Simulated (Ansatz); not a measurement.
The system is CrCuO2.

```
Cu Cr O
1.0
     1.48670    0.85835    5.70000
    -1.48670    0.85835    5.70000
     0.00000   -1.71669    5.70000
Cu Cr O
1 1 2
Direct
  0.00000 0.00000 0.00000
  0.50000 0.50000 0.50000
  0.89208 0.89208 0.89208
  0.10792 0.10792 0.10792
```

Program: Ansatz 0.2.0. Alike in all runs: potentials or basis Ansatz PAW; spin collinear, ferromagnetic start; cell as given; k mesh 10 × 10 × 10; smearing fermi-dirac 0.05 eV.

Q: Order these runs on this cell by their pressure, lowest first.
A. level PBE; cutoff (eV) 250
B. level SVWN5; cutoff (eV) 420; points for each segment of the path 14
C. level BLYP; cutoff (eV) 420; points for each segment of the path 14

A: B (-10.3 GPa), A (-1.5 GPa), C (10.3 GPa).

Caveats: only a ferromagnetic start was run, and an antiferromagnetic order may lie lower in energy; the PAW data sets come from PBE, with cores solved anew for the run's functional, which leaves a small shift of forces and pressure (some runs); the pressure holds a Pulay correction of +144.5 GPa for the finite cutoff (some runs); the cutoff lies under the one recommended for these potentials (some runs).
